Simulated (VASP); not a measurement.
MgSi: single point with PBEsol

The system is MgSi.

```xyz
2
Lattice="2.9084 0.0000 0.0000 0.0000 2.9084 0.0000 0.0000 0.0000 4.1034" Properties=species:S:1:pos:R:3 pbc="T T T"
Si    1.4730    1.3973    2.0029
Mg   -0.0128    0.0234    0.0126
```

The cell comes from a database or a generator and needn't be the stable form of this composition.

The cell isn't the ideal one: atoms moved at random, drawn with an rms of 0.05 Å.

```json
{
 "Program": "VASP 6.6.1",
 "Task": "single point",
 "Functional": "PBEsol",
 "Potentials or basis": "VASP PAW PBE potentials, release 64 (Si, Mg)",
 "Cutoff": "520 eV",
 "k mesh": "9 × 9 × 7",
 "Occupations": "fermi-dirac, width 0.05 eV",
 "Spin": "no spin polarisation",
 "Ladder": "free",
 "Further INCAR settings": "ALGO = Normal; EDIFF = 1e-07; NBANDS = 10"
}
```

* Pressure: -1.3 GPa
* Largest force: 0.273 eV/Å
* Band gap on the k mesh: none (metal or under the smearing width)

Forces on the atoms (eV/Å):
```
Si  -0.056  0.139  0.229
Mg   0.056 -0.139 -0.229
```

Stress tensor (GPa, compression positive):
```
 0.73 -0.07 -0.11
-0.07  0.70  0.27
-0.11  0.27 -5.38
```

Levels at points of the mesh, in eV from the Fermi level:
```tsv
k point	band 1	band 2	band 3	band 4	band 5	band 6
(0.00, 0.00, 0.00)	-11.13	-2.70	-0.87	4.47	4.48	5.55
```

Wall time 40 s on 1 thread of Intel(R) Xeon(R) Platinum 8259CL CPU @ 2.50GHz (Skylake/Cascade Lake), on a shared host, peak memory 0.23 GiB.

Caveat: the PAW data sets were made with another functional, which shifts forces and pressure a little.
